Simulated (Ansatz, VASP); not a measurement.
# HfN in VASP and in Ansatz

Contents of INCAR:

```
SYSTEM = HfN
ALGO = Normal
EDIFF = 1E-8
ENCUT = 520
GGA = PE
ISIF = 2
ISMEAR = -1
LASPH = .TRUE.
LCHARG = .FALSE.
LEFG = .TRUE.
LREAL = .FALSE.
LWAVE = .FALSE.
NBANDS = 14
NELM = 60
PREC = Accurate
SIGMA = 0.05
```

Contents of KPOINTS:

```
k-points
0
G
  16 16 16
  0 0 0
```

File POSCAR:

```
HfN
1.0
    0.0000000000      2.2558601243      2.2558601243
    2.2558601243      0.0000000000      2.2558601243
    2.2558601243      2.2558601243      0.0000000000
Hf N
1 1
Direct
    0.0000000000      0.0000000000      0.0000000000
    0.5000000000      0.5000000000      0.5000000000
```

Input for Ansatz:

```yaml
crystal:
  lattice:
    - [0.0, 2.2558601243, 2.2558601243]
    - [2.2558601243, 0.0, 2.2558601243]
    - [2.2558601243, 2.2558601243, 0.0]
  atoms:
    - { symbol: Hf, position: [0.0, 0.0, 0.0] }
    - { symbol: "N", position: [0.5, 0.5, 0.5] }
kpoints:
  mp_grid: { grid: [16, 16, 16] }
  band_path:
    path:
      - [0.0, 0.0, 0.0]
      - [0.5, 0.0, 0.5]
      - [0.625, 0.25, 0.625]
      - [0.375, 0.375, 0.75]
      - [0.0, 0.0, 0.0]
      - [0.5, 0.5, 0.5]
      - [0.5, 0.25, 0.75]
      - [0.5, 0.0, 0.5]
    npoints: 8
scf:
  occupations: { method: fermi_dirac, width: 0.05 }
hamiltonian:
  xc: pbe
  pseudopotentials: { kind: all_electron, datasets: crystal }
output:
  forces: true
  stress: true
  eigenvalues: true
  efg: { contact_densities: true }
```

Alike in both runs: task electric field gradients; functional PBE; k mesh 16 × 16 × 16; occupations fermi-dirac, width 0.05 eV; no spin polarisation.

|  | VASP | Ansatz |
| --- | --- | --- |
| version | VASP 6.6.1 | Ansatz 0.2.0 |
| potentials or method | VASP PAW PBE potentials, release 64 (Hf_pv, N) | all-electron PAW with datasets made for the crystal, scalar-relativistic |
| plane-wave cutoff (eV) | 520 | see its input |

VASP gave:

| Quantity | Value |
| --- | --- |
| pressure (GPa) | 4.2 |
| Vzz of the field gradient on the site that differs most (V/Å²) | 0.0 |

**Question.** Estimate Ansatz's values.

**Answer.** Pressure (GPa): 6.7; Vzz of the field gradient on the site that differs most (V/Å²): 0.0.

Ansatz ran all-electron here, so the differences hold the error of VASP's frozen core and of both bases. Ansatz warned: «gradients_without_spin_orbit».

The runs have no spin-orbit coupling, so splittings on Hf are missing.
